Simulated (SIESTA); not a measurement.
**Ti2O under changes of volume**

One of the cells (11.596 Å³/atom); the others are scaled copies at fixed shape and fractional positions:

```
Ti O
1.0
     2.91940    0.00000    0.00000
    -1.45970    2.52827    0.00000
     0.00000    0.00000    4.71300
Ti O
2 1
Cartesian
  0.0000 1.6855 3.3993
  1.4597 0.8428 1.3137
  0.0000 0.0000 0.0000
```

```yaml
Program: SIESTA 5.4.2
Functional: PBEsol
Potentials_or_basis: PseudoDojo 0.4 standard (PBEsol files)
Basis: DZP (energy shift 0.003 Ry; two zetas on semicore shells)
Grid_cutoff: 800 Ry
Energy_shift: 0.003 Ry
k_mesh: 10 × 10 × 6
Occupations: fermi-dirac, width 0.05 eV
Spin: no spin polarisation
```

```csv
volume (Å³/atom),energy over the lowest point (meV/atom),pressure (GPa),largest force (eV/Å)
10.900,?,?,?
11.132,36.45,15.9,1.211
11.364,17.34,10.6,1.215
11.596,5.42,6.0,1.195
11.828,0.00,1.6,1.184
12.059,0.52,-2.3,1.182
12.291,6.39,-5.7,1.163
```

Problem. What does the run at 10.900 Å³/atom give?

Solution. Energy over the lowest point 63.61 meV/atom; pressure 21.7 GPa; largest force 1.206 eV/Å.

Worked out: A Birch-Murnaghan fit of order 3 (a polynomial in V^(-2/3)) to the other rows has its minimum at 11.92 Å³/atom with B0 = V·E''(V) = 202 GPa and B' = 3.9 at fixed shape and positions, which overstates the stiffness. It gives 63.48 meV/atom at 10.900 Å³/atom, against the run's 63.61, and -dE/dV = 21.6 GPa, against 21.7.

Energies are extrapolated to zero smearing.

Caveats: the basis of atomic orbitals isn't converged, which shifts pressures, moduli and gaps; forces of over 1 eV/Å show positions far from the minimum, so gaps and moduli don't describe the material at rest.
